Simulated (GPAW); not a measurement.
The system is FeO (Wuestite).

```
Fe O
1.0
     0.00000    2.15540    2.15540
     2.15540    0.00000    2.15540
     2.15540    2.15540    0.00000
Fe O
1 1
Direct
  0.00000 0.00000 0.00000
  0.50000 0.50000 0.50000
```

- Program: GPAW 26.7.0
- Task: relaxation of cell and atoms
- Functional: revPBE
- Potentials or basis: the program's PAW data sets (release 1.2.1) made for this functional
- Cutoff: 800 eV
- Basis: pw
- k mesh: 11 × 11 × 11
- Occupations: fermi-dirac, width 0.05 eV
- Spin: collinear spin, ferromagnetic start
- Starting moments: [3.0, 0.0] μB

At the start: pressure 5.2 GPa; volume 10.01 Å³/atom.

Where does the relaxation end?

Over 4 steps the energy falls by 5.2 meV/atom and the volume is 10.27 Å³/atom (+2.5 %); space group Fm-3m (No. 225, to 0.05 Å); moment 4.00 μB per cell.

The path:
| step | energy change (eV) | largest force (eV/Å) | pressure (GPa) | volume (Å³) |
| --- | --- | --- | --- | --- |
| 1 | 0.0000 | 0.0000 | 5.19 | 20.03 |
| 2 | -0.0032 | 0.0000 | 4.22 | 20.12 |
| 3 | -0.0077 | 0.0000 | 2.52 | 20.30 |
| 4 | -0.0104 | 0.0000 | 0.45 | 20.53 |

Final structure:
```
Fe O
1.0
     0.00000    2.17339    2.17339
     2.17339    0.00000    2.17339
     2.17339    2.17339    0.00000
Fe O
1 1
Direct
  0.00000 0.00000 0.00000
  0.50000 0.50000 0.50000
```

Caveat: each step starts from the last one's moments, so a moment once lost doesn't come back; later steps reuse the first step's grids; a cell with one magnetic atom can't hold antiferromagnetic order, which such compounds often take.
